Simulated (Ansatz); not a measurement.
Working through a conversion between chain and input file of KNbO₃, space group P4mm

Program: Ansatz's Python interface.

Notebook, run cell by cell (the value of a cell's last expression is shown):

```python
import ansatz as az
from pymatgen.core import Lattice, Structure
from pymatgen.io.ase import AseAtomsAdaptor
```

```python
pmg_structure = Structure(
    Lattice([(3.996, 0.0, 0.0), (0.0, 3.996, 0.0), (0.0, 0.0, 4.063)]),
    ["K", "Nb", "O", "O", "O"],
    [
        (0.0, 0.0, 0.018),
        (0.5, 0.5, 0.5),
        (0.5, 0.5, 0.044),
        (0.5, 0.0, 0.54),
        (0.0, 0.5, 0.54),
    ],
)
system = az.Crystal.from_ase(AseAtomsAdaptor.get_atoms(pmg_structure))

calculation = system.calculation()
calculation = calculation.functional("LDA").kpoints(5, 5, 5, center="gamma")
calculation = calculation.occupations("fixed")
calculation = calculation.forces()
calculation = calculation.stress()
print(calculation.to_yaml(atoms="all"))
```

    crystal:
      lattice:
        - [3.996, 0.0, 0.0]
        - [0.0, 3.996, 0.0]
        - [0.0, 0.0, 4.063]
      atoms:
        - { symbol: K, position: [0.0, 0.0, 0.018] }
        - { symbol: Nb, position: [0.5, 0.5, 0.5] }
        - { symbol: O, position: [0.5, 0.5, 0.044] }
        - { symbol: O, position: [0.5, 0.0, 0.54] }
        - { symbol: O, position: [0.0, 0.5, 0.54] }
    kpoints:
      mp_grid:
        grid: [5, 5, 5]
        shift: [0.0, 0.0, 0.0]
    hamiltonian:
      xc: lda
    scf:
      occupations:
        method: fixed
    output:
      forces: true
      stress: true

The input is only written out: it wasn't run, and its settings aren't tested. Fixed occupations are right only where the crystal has a gap.
